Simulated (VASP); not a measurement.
Here is a VASP 6.6.1 calculation.

Contents of run.py:

```python
from ase.calculators.vasp import Vasp
from ase.dft.bandgap import bandgap
from ase.spacegroup import crystal

atoms = crystal(
    ['Mn', 'S'],
    basis=[[0.0, 0.0, 0.0], [0.25, 0.25, 0.25]],
    spacegroup=216,
    setting=1,
    cellpar=[4.94692684, 4.94692684, 4.94692684, 90.0, 90.0, 90.0],
    primitive_cell=True,
)
atoms.set_initial_magnetic_moments([4.0, 0.0])
calc = Vasp(
    directory='calc',
    xc='pbe',
    pp='PBE',
    setups='materialsproject',
    prec='Accurate',
    encut=520,
    ediff=1e-07,
    ismear=0,
    sigma=0.05,
    lreal=False,
    lasph=True,
    nelm=150,
    algo='Normal',
    isif=2,
    lwave=False,
    lcharg=True,
    ispin=2,
    lorbit=11,
    lmaxmix=4,
    lelf=True,
    lvhar=True,
    kpts=[9, 9, 9],
    gamma=True,
    nbands=20,
)
atoms.calc = calc

print('energy (eV):', atoms.get_potential_energy())
print('free energy (eV):', atoms.get_potential_energy(force_consistent=True))
print('forces (eV/A):')
print(atoms.get_forces())
print('stress (eV/A^3, Voigt):', atoms.get_stress())
print('Fermi level (eV):', calc.get_fermi_level())
print('moment (muB):', atoms.get_magnetic_moment())
print('site moments (muB):', atoms.get_magnetic_moments())
gap, top, bottom = bandgap(calc)
print('band gap (eV):', gap, 'from (spin, k, band)', top, 'to', bottom)
```

Potentials or basis: VASP PAW PBE potentials, release 64 (Mn_pv, S).

Command:

```sh
$ python run.py
```

Question: Estimate the net moment.

Answer: 0.24 μB per cell.

Question: What does it give for the band gap on the k mesh?

Answer: None (metal or under the smearing width).

Question: Predict the pressure.

Answer: 3.0 GPa.

Question: Estimate the site moments.

Answer: Mn +0.23; S -0.00 μB.

Caveat: the moment fell far below its start of 4 μB, so a state of higher moment may lie lower in energy; semilocal functionals often make such compounds metallic where correlation or magnetic order opens a gap, which also shifts bond lengths. With open d or f shells a metallic result of PBE can be an artefact of self-interaction; +U or a hybrid may open a gap.
